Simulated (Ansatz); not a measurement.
ZnSe (Stilleite):

```
Se Zn
1.0
     0.00000    2.83380    2.83380
     2.83380    0.00000    2.83380
     2.83380    2.83380    0.00000
Se Zn
1 1
Direct
  0.75000 0.75000 0.75000
  0.00000 0.00000 0.00000
```

Base run:

```yaml
Program: Ansatz 0.2.0
Functional: LDA
Potentials_or_basis: all-electron LAPW, relativistic spinors
Cutoff: 311 eV
Density_cutoff: 1245 eV
Basis_error_allowed: 0.001 eV/atom
k_mesh: 6 × 6 × 6
Occupations: fermi-dirac, width 0.05 eV
Spin: spin-orbit coupling, no magnetisation
```

Its results: band gap on the k mesh 0.90 eV, direct; pressure -3.3 GPa.

Problem. The run is repeated on the same cell with these changes: functional from LDA to PBEsol. What comes out?

Solution. Band gap on the k mesh 1.04 eV, direct; pressure -1.1 GPa.

PBEsol binds less tightly than LDA, so the same cell stands under more pressure.

Not every run made on this cell is shown here.
